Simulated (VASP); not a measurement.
Wanted: the native input for a VASP 6.6.1 run.

| Quantity | Value |
| --- | --- |
| Task | relaxation of the atoms |
| Functional | PBE |
| Potentials or basis | VASP PAW PBE potentials, release 64 (Sc_sv, Al) |
| Cutoff | 600 eV |
| k mesh | 10 × 10 × 10 |
| Occupations | methfessel-paxton, width 0.1 eV |
| Spin | no spin polarisation |
| Further INCAR settings | ALGO = Normal; EDIFF = 1e-07; IBRION = 2; EDIFFG = -0.01; NSW = 40 |

The structure of ScAl3 lies in POSCAR:

```
ScAl3                                   
1.0
    4.0497884639      0.0000000000      0.0000000000
    0.0000000000      4.0497884639      0.0000000000
    0.0000000000      0.0000000000      4.0497884639
  Sc              Al            
     1     3
Direct
     0.0000000000000000    0.0000000000000000    0.0000000000000000
     0.5000000000000000    0.0000000000000000    0.5000000000000000
     0.0000000000000000    0.5000000000000000    0.5000000000000000
     0.5000000000000000    0.5000000000000000    0.0000000000000000
```

The cell is a database's computed one.

The cell isn't the ideal one: a relaxed cell with its volume scaled by 0.96.

These files were run (other wordings do the same):

INCAR

```
PREC = Accurate ; ENCUT = 600
EDIFF = 1E-7 ; ISMEAR = 1
SIGMA = 0.1 ; LREAL = False
LASPH = True ; NELM = 80
ALGO = Normal ; ISIF = 2
LWAVE = False ; LCHARG = False
GGA = PE ; IBRION = 2
NSW = 40 ; EDIFFG = -0.01
```

KPOINTS

```
regular mesh
0
Gamma
  10 10 10
```

Potentials or basis: VASP PAW PBE potentials, release 64 (Sc_sv, Al).

The run is started by

```sh
$ cat potpaw_PBE.64/Sc_sv/POTCAR potpaw_PBE.64/Al/POTCAR > POTCAR
$ mpirun -np 1 vasp_std > vasp.out
```

It gave:

```yaml
Pressure_after_relaxing: 3.9 GPa
Band_gap_on_the_k_mesh: none (metal or under the smearing width)
```

Caveat: the relaxation stopped at its first step, so nothing moved.

Run time: 26 s on 1 thread of Intel(R) Xeon(R) Platinum 8488C (Sapphire Rapids), on a shared host, peak memory 0.22 GiB.
